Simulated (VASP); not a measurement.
# ZrC (Fm-3m) in VASP: notebook

The runs below take ZrC through relaxation of cell and atoms, single point, with PBEsol.

Everything below comes from runs of VASP 6.6.1. Logs are shortened: lines on timing, memory, paths and dates and some standing lists are left out, and cuts for length are marked.

### Step 1. The crystal as given

The structure is cubic, space group Fm-3m (No. 225). Conventional cell: a = 4.700 Å, b = 4.700 Å, c = 4.700 Å, α = 90.00°, β = 90.00°, γ = 90.00°. Zr (site symmetry m-3m) has 6 C at 2.35 Å as nearest neighbours. C (site symmetry m-3m) has 6 Zr at 2.35 Å as nearest neighbours.

### Step 2. Relaxation of cell and atoms, PBEsol

INCAR reads:

```
PREC = Accurate ; ENCUT = 600
EDIFF = 1E-7 ; ISMEAR = 0
SIGMA = 0.1 ; LREAL = F
LASPH = T ; NELM = 80
ALGO = Normal ; ISIF = 3
LWAVE = F ; LCHARG = F
GGA = PS ; IBRION = 2
NSW = 90 ; EDIFFG = -0.005
```

KPOINTS reads:

```
Automatic mesh
0
Gamma
  6 6 6
```

POSCAR reads:

```
ZrC
1.0
    0.0000000000      2.3502110000      2.3502110000
    2.3502110000      0.0000000000      2.3502110000
    2.3502110000      2.3502110000      0.0000000000
Zr C
1 1
Direct
    0.5000000000      0.5000000000      0.5000000000
    0.0000000000      0.0000000000      0.0000000000
```

Potentials or basis: VASP PAW PBE potentials, release 64 (Zr_sv, C).

Run with:

```bash
cat potpaw_PBE.64/Zr_sv/POTCAR potpaw_PBE.64/C/POTCAR > POTCAR
mpirun -np 1 vasp_std > vasp.out
```

OUTCAR:

```text
PREC = Accurate
   ENCUT = 600
   EDIFF = 1E-7
   ISMEAR = 0
   LREAL = F
   LASPH = T
   NELM = 80
   ISIF = 3
   GGA = PS
   IBRION = 2
   NSW = 90
   EDIFFG = -0.005

 ion  position               nearest neighbor table
   1  0.500  0.500  0.500-   2 2.35   2 2.35   2 2.35   2 2.35   2 2.35   2 2.35
   2  0.000  0.000  0.000-   1 2.35   1 2.35   1 2.35   1 2.35   1 2.35   1 2.35

  LATTYP: Found a face centered cubic cell.
 ALAT       =     4.7004220000

  Lattice vectors:

 A1 = (   0.0000000000,   2.3502110000,   2.3502110000)
 A2 = (   2.3502110000,   0.0000000000,   2.3502110000)
 A3 = (   2.3502110000,   2.3502110000,   0.0000000000)

Analysis of symmetry for initial positions (statically):
=====================================================================
 Subroutine PRICEL returns:
 Original cell was already a primitive cell.

 Routine SETGRP: Setting up the symmetry group for a
 face centered cubic supercell.

 Subroutine GETGRP returns: Found 48 space group operations
 (whereof 48 operations were pure point group operations)
 out of a pool of 48 trial point group operations.

The static configuration has the point symmetry O_h .

Analysis of symmetry for dynamics (positions and initial velocities):
=====================================================================
 Subroutine PRICEL returns:
 Original cell was already a primitive cell.

 Routine SETGRP: Setting up the symmetry group for a
 face centered cubic supercell.

 Subroutine GETGRP returns: Found 48 space group operations
 (whereof 48 operations were pure point group operations)
 out of a pool of 48 trial point group operations.

The dynamic configuration has the point symmetry O_h .

 Subroutine INISYM returns: Found 48 space group operations
 (whereof 48 operations are pure point group operations),
 and found     1 'primitive' translations

----------------------------------------------------------------------------------------

                                     Primitive cell

  volume of cell :      25.9627

  direct lattice vectors                    reciprocal lattice vectors
     0.000000000  2.350211000  2.350211000    -0.212746855  0.212746855  0.212746855
     2.350211000  0.000000000  2.350211000     0.212746855 -0.212746855  0.212746855
     2.350211000  2.350211000  0.000000000     0.212746855  0.212746855 -0.212746855

  length of vectors
     3.323700271  3.323700271  3.323700271     0.368488363  0.368488363  0.368488363

  position of ions in fractional coordinates (direct lattice)
     0.500000000  0.500000000  0.500000000
     0.000000000  0.000000000  0.000000000

  ion indices of the primitive-cell ions
   primitive index   ion index
                 1           1
                 2           2

----------------------------------------------------------------------------------------

 KPOINTS: Automatic mesh

Automatic generation of k-mesh.
 Grid dimensions read from file:
 generate k-points for:    6    6    6

 Generating k-lattice:

  Cartesian coordinates                     Fractional coordinates (reciprocal lattice)
    -0.035457809  0.035457809  0.035457809     0.166666667  0.000000000  0.000000000
     0.035457809 -0.035457809  0.035457809     0.000000000  0.166666667  0.000000000
     0.035457809  0.035457809 -0.035457809     0.000000000  0.000000000  0.166666667

  Length of vectors
     0.061414727  0.061414727  0.061414727

  Shift w.r.t. Gamma in fractional coordinates (k-lattice)
     0.000000000  0.000000000  0.000000000

 Subroutine IBZKPT returns following result:
 ===========================================

 Found     16 irreducible k-points:

 Following reciprocal coordinates:
            Coordinates               Weight
  0.000000  0.000000  0.000000      1.000000
  0.166667  0.000000  0.000000      8.000000
  0.333333  0.000000  0.000000      8.000000
  0.500000  0.000000  0.000000      4.000000
  0.166667  0.166667  0.000000      6.000000
  0.333333  0.166667  0.000000     24.000000
[... 8 lines left out ...]
 -0.333333  0.333333  0.166667     24.000000
 -0.333333  0.500000  0.166667     12.000000
   k-points           NKPTS =     16   k-points in BZ     NKDIM =     16   number of bands    NBANDS=     12
   number of dos      NEDOS =    301   number of ions     NIONS =      2
   total plane-waves  NPLWV =  21952
   dimension x,y,z NGX =    28 NGY =   28 NGZ =   28
   dimension x,y,z NGXF=    56 NGYF=   56 NGZF=   56
   ions per type =               1   1
   NGX,Y,Z   is equivalent  to a cutoff of  14.01, 14.01, 14.01 a.u.
   NGXF,Y,Z  is equivalent  to a cutoff of  28.01, 28.01, 28.01 a.u.
 SYSTEM =  unknown system
   PREC   = accura    normal or accurate (medium, high low for compatibility)
   ISTART =      0    job   : 0-new  1-cont  2-samecut
   ICHARG =      2    charge: 1-file 2-atom 10-const
   ISPIN  =      1    spin polarized calculation?
   LNONCOLLINEAR =      F non collinear calculations
   LSORBIT =      F    spin-orbit coupling
   LASPH  =      T    aspherical Exc in radial PAW
   ENCUT  =  600.0 eV  44.10 Ry    6.64 a.u.   6.64  6.64  6.64*2*pi/ulx,y,z
   NELM   =     80;   NELMIN=  2; NELMDL= -5     # of ELM steps
   EDIFF  = 0.1E-06   stopping-criterion for ELM
   LREAL  =      F    real-space projection
   EDIFFG = -.5E-02   stopping-criterion for IOM
   NSW    =     90    number of steps for IOM
   IBRION =      2    ionic relax: 0-MD 1-quasi-New 2-CG
   NFREE  =      1    steps in history (QN), initial steepest desc. (CG)
   ISIF   =      3    stress and relaxation
   ISYM   =      2    0-nonsym 1-usesym 2-fastsym
   POTIM  = 0.5000    time-step for ionic-motion
   TEBEG  =    0.0;   TEEND  =   0.0 temperature during run
   PSTRESS=    0.0 pullay stress
   NELECT =      16.0000    total number of electrons
   NUPDOWN=      -1.0000    fix difference up-down
   EMIN   =  10.00;   EMAX   =-10.00  energy-range for DOS
   EFERMI =   0.00;   METHOD = LEGACY
   ISMEAR =     0;   SIGMA  =   0.10  broadening in eV -4-tet -1-fermi 0-gaus
   EFERMI_NEDOS =   21; number of points for ismear=-14 and -15
   IALGO  =     38    algorithm
   IMIX   =      4    mixing-type and parameters
     AMIX     =   0.40;   BMIX     =  1.00
     AMIX_MAG =   1.60;   BMIX_MAG =  1.00
  volume/ion in A,a.u.               =      12.98        87.60
  Fermi-wavevector in a.u.,A,eV,Ry     =   1.393150  2.632672 26.407109  1.940868
  Thomas-Fermi vector in A             =   2.516824
   LORBIT       =      0    0 simple, 1 ext, 2 COOP (PROOUT), +10 PAW based schemes
   GGA     = PS    functional components
   LHFCALC =     F    Hartree Fock is set to
   AEXX    =    0.0000 exact exchange contribution
   IVDW    =     0    specifies the selected vdW correction
   LEPSILON=     F    determine dielectric tensor
   LRPA    =     F    only Hartree local field effects (RPA)
 conjugate gradient relaxation of ions
 non-spin polarized calculation
 Gauss-broadening in eV      SIGMA  =   0.10
  energy-cutoff  :      600.00
  volume of cell :       25.96
 maximum number of plane-waves:       893
 NGX is ok and might be reduce to    28
   NGX = 13   NGY = 13   NGZ = 13

--------------------------------------- Ionic step        1  -------------------------------------------

 number of electron      16.0000000 magnetization

 Free energy of the ion-electron system (eV)
  ---------------------------------------------------
  ext. energy  EPLUGINS =         0.00000000
  ---------------------------------------------------
  free energy    TOTEN  =       -20.55758956 eV

  energy without entropy =      -20.55697414  energy(sigma->0) =      -20.55728185

------------------------ aborting loop because EDIFF is reached ----------------------------------------

  FORCE on cell =-STRESS in cart. coord.  units (eV):
  Direction    XX          YY          ZZ          XY          YZ          ZX
  --------------------------------------------------------------------------------------
  -------------------------------------------------------------------------------------
  Total       -0.6750833     -0.6750833     -0.6750833      0.0000000      0.0000000      0.0000000
  in kB      -41.6598187    -41.6598187    -41.6598187      0.0000000      0.0000000      0.0000000
  external PRESSURE =     -41.6598187 kB  Pullay stress =       0.0000000 kB

 VOLUME and BASIS-vectors are now :
 -----------------------------------------------------------------------------
  energy-cutoff  :      600.00
  volume of cell :       25.96
      direct lattice vectors                 reciprocal lattice vectors
     0.000000000  2.350211000  2.350211000    -0.212746855  0.212746855  0.212746855
     2.350211000  0.000000000  2.350211000     0.212746855 -0.212746855  0.212746855
     2.350211000  2.350211000  0.000000000     0.212746855  0.212746855 -0.212746855
[... 37 lines left out ...]
 POSITION                                       TOTAL-FORCE (eV/Angst)
 -----------------------------------------------------------------------------------
      2.31194      2.31194      2.31194        -0.000000     -0.000000     -0.000000
      2.31194      2.31194      0.00000         0.000000      0.000000      0.000000
 -----------------------------------------------------------------------------------
    total drift:                                0.000000      0.000000      0.000000

  FREE ENERGIE OF THE ION-ELECTRON SYSTEM (eV)
  ---------------------------------------------------
  free  energy   TOTEN  =       -20.5455158407 eV

  energy  without entropy=      -20.5445301839  energy(sigma->0) =      -20.54502301

--------------------------------------- Ionic step        3  -------------------------------------------

 number of electron      16.0000000 magnetization

 Free energy of the ion-electron system (eV)
  ---------------------------------------------------
  ext. energy  EPLUGINS =         0.00000000
  ---------------------------------------------------
  free energy    TOTEN  =       -20.56384860 eV

  energy without entropy =      -20.56320456  energy(sigma->0) =      -20.56352658

 E-fermi :   9.6318     XC(G=0): -12.3684

 val. band max:        9.4645529704   @ k =   0.3333   0.3333   0.0000
 cond. band min:       9.7714292696   @ k =   0.1667   0.1667   0.0000
 fundamental gap:      0.3068762992
 Fermi energy:         9.6318004377

 k-point     1 :       0.0000    0.0000    0.0000
  band No.  band energies     occupation
      1     -38.2068      2.00000
      2     -15.9354      2.00000
      3     -15.9354      2.00000
      4     -15.9354      2.00000
      5      -1.6328      2.00000
      6      10.6734      0.00000
      7      10.6734      0.00000
      8      10.6734      0.00000
      9      10.7630      0.00000
     10      10.7630      0.00000
     11      10.7630      0.00000
     12      12.5594      0.00000

 k-point     2 :       0.1667    0.0000    0.0000
  band No.  band energies     occupation
      1     -38.1790      2.00000
      2     -16.1822      2.00000
      3     -15.9569      2.00000
      4     -15.9569      2.00000
      5      -1.0054      2.00000
      6       8.2513      2.00000
      7       8.7930      2.00000
      8       8.7930      2.00000
      9      11.5582      0.00000
     10      11.5582      0.00000
     11      12.0103      0.00000
     12      14.9594      0.00000
[... 230 lines left out ...]
 POSITION                                       TOTAL-FORCE (eV/Angst)
 -----------------------------------------------------------------------------------
      2.33600      2.33600      2.33600         0.000000     -0.000000      0.000000
      0.00000      0.00000      0.00000        -0.000000      0.000000     -0.000000
 -----------------------------------------------------------------------------------
    total drift:                                0.000000      0.000000      0.000000

  FREE ENERGIE OF THE ION-ELECTRON SYSTEM (eV)
  ---------------------------------------------------
  free  energy   TOTEN  =       -20.5638485956 eV

  energy  without entropy=      -20.5632045599  energy(sigma->0) =      -20.56352658

 reached required accuracy - stopping structural energy minimisation
```

Run time: 19 s. Hardware: 1 thread of Intel Xeon Platinum 8559C (Emerald Rapids), shared host; peak memory 0.16 GiB.

What came out:

- Free energy: -20.5638 eV
- Relaxed volume: 12.75 Å³/atom
- Relaxed cell: a = 3.304 Å, b = 3.304 Å, c = 3.304 Å, α = 60.00°, β = 60.00°, γ = 60.00°
- Space group after relaxing (to 0.05 Å): Fm-3m (No. 225)
- Energy gained by relaxing: 3.1 meV/atom
- Ionic steps: 3
- Pressure after relaxing: 0.0 GPa
- Band gap on the k mesh: none (metal or under the smearing width)

The path:
| step | energy change (eV) | largest force (eV/Å) | pressure (GPa) | volume (Å³) |
| --- | --- | --- | --- | --- |
| 1 | 0.0000 | 0.0000 | -4.17 | 25.96 |
| 2 | 0.0121 | 0.0000 | 7.77 | 24.71 |
| 3 | -0.0063 | 0.0000 | -0.04 | 25.49 |

Final structure:
```yaml
crystal:
  lattice:
    - [0.00000, 2.33600, 2.33600]
    - [2.33600, 0.00000, 2.33600]
    - [2.33600, 2.33600, 0.00000]
  atoms:
    - { symbol: Zr, position: [0.50000, 0.50000, 0.50000] }
    - { symbol: C, position: [0.00000, 0.00000, 0.00000] }
```

Levels at points of the mesh, in eV from the Fermi level:
```
           k point  band 5  band 6  band 7  band 8  band 9  band 10  band 11  band 12
(0.00, 0.00, 0.00)  -11.26    1.04    1.04    1.04    1.13     1.13     1.13     2.93
(0.50, 0.00, 0.00)   -8.05   -5.33   -2.92   -2.92    4.67     4.67     5.52     6.63
(0.50, 0.50, 0.00)  -10.09   -1.95   -1.81    0.17    0.17     4.63     5.88     5.88
```

Caveat: the k mesh is coarse (spacing up to 0.39 Å⁻¹), so the values aren't converged; the PAW data sets were made with another functional, which shifts forces and pressure a little.

### Step 3. Single point, PBEsol

INCAR reads:

```
PREC = Accurate ; ENCUT = 520
EDIFF = 1E-6 ; ISMEAR = 0
SIGMA = 0.1 ; LREAL = F
LASPH = T ; NELM = 80
ALGO = Normal ; ISIF = 2
LWAVE = F ; LCHARG = F
GGA = PS ; NBANDS = 15
```

KPOINTS reads:

```
Automatic mesh
0
Gamma
  16 16 16
```

POSCAR is that of step 2.

Potentials or basis: VASP PAW PBE potentials, release 64 (Zr_sv, C).

Run with:

```bash
cat potpaw_PBE.64/Zr_sv/POTCAR potpaw_PBE.64/C/POTCAR > POTCAR
mpirun -np 1 vasp_std > vasp.out
```

It took 40 s on 1 thread of Intel Xeon Platinum 8559C (Emerald Rapids), shared host; peak memory 0.19 GiB.

Results (log left out):

* Free energy: -20.5674 eV
* Pressure: -4.2 GPa
* Band gap on the k mesh: none (metal or under the smearing width)

Levels at points of the mesh, in eV from the Fermi level:
```tsv
k point	band 6	band 7	band 8	band 9	band 10	band 11
(0.00, 0.00, 0.00)	0.97	0.97	0.97	1.07	1.07	1.07
(0.50, 0.00, 0.00)	-5.32	-2.92	-2.92	4.52	4.52	5.35
(0.50, 0.50, 0.00)	-2.05	-1.80	0.09	0.09	4.48	5.69
```

Caveat: the PAW data sets were made with another functional, which shifts forces and pressure a little.
